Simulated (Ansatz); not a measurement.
The cell is CdTe (started from an entry of an open crystallographic database); cell and atoms were relaxed with r2SCAN. The symmetry is F-43m (No. 216, cubic); a = 6.560 Å in the conventional setting, 35.28 Å³ an atom. Cd has 4 Te at 2.84 Å; Te has 4 Cd at 2.84 Å.

```
CELL_PARAMETERS angstrom
0.00000 3.27990 3.27990
3.27990 0.00000 3.27990
3.27990 3.27990 0.00000
ATOMIC_POSITIONS crystal
Cd 0.00000 0.00000 0.00000
Te 0.25000 0.25000 0.25000
```

3 runs of the plane-wave code Ansatz on this cell differ in the functional (and in the settings that go with it). Levels are in eV from each run's valence top; v1 is the last filled band, c1 the first empty one.

Run A, mean stress -0.4 GPa (compression positive):
```tsv
point	v4	v3	v2	v1	c1	c2
Γ	-9.61	0.00	0.00	0.00	2.46	6.46
X	-8.97	-4.51	-1.93	-1.93	4.16	4.33
U	-8.94	-4.37	-2.67	-1.59	4.55	6.25
L	-9.16	-4.64	-0.79	-0.79	3.52	7.01
```

Run B, mean stress +0.7 GPa (compression positive):
```tsv
point	v4	v3	v2	v1	c1	c2
Γ	-8.60	0.00	0.00	0.00	1.31	5.31
X	-8.08	-4.31	-1.82	-1.82	3.27	3.32
U	-8.05	-4.19	-2.51	-1.51	3.55	5.17
L	-8.23	-4.40	-0.76	-0.76	2.43	5.90
```

Run C, mean stress -2.7 GPa (compression positive):
```tsv
point	v4	v3	v2	v1	c1	c2
Γ	-7.91	0.00	0.00	0.00	0.40	4.55
X	-7.48	-4.21	-1.76	-1.76	2.53	2.56
U	-7.44	-4.11	-2.43	-1.46	2.78	4.35
L	-7.60	-4.29	-0.73	-0.73	1.60	5.14
```

**Question.** Match the runs to LDA, DDH-PBE0, r2SCAN0.

**Answer.** A is r2SCAN0, B is DDH-PBE0, C is LDA. In order of the gap: LDA 0.40, DDH-PBE0 1.31, r2SCAN0 2.46 eV.

(Simulation; spin polarisation is off.)

No spin-orbit coupling is included; it can move band edges with weight on the heavy atoms by tenths of an eV.

The program warns that its thresholds are loose for a hybrid's stress.

The meshes of the hybrids are coarse, so their gaps aren't converged to the digits shown.
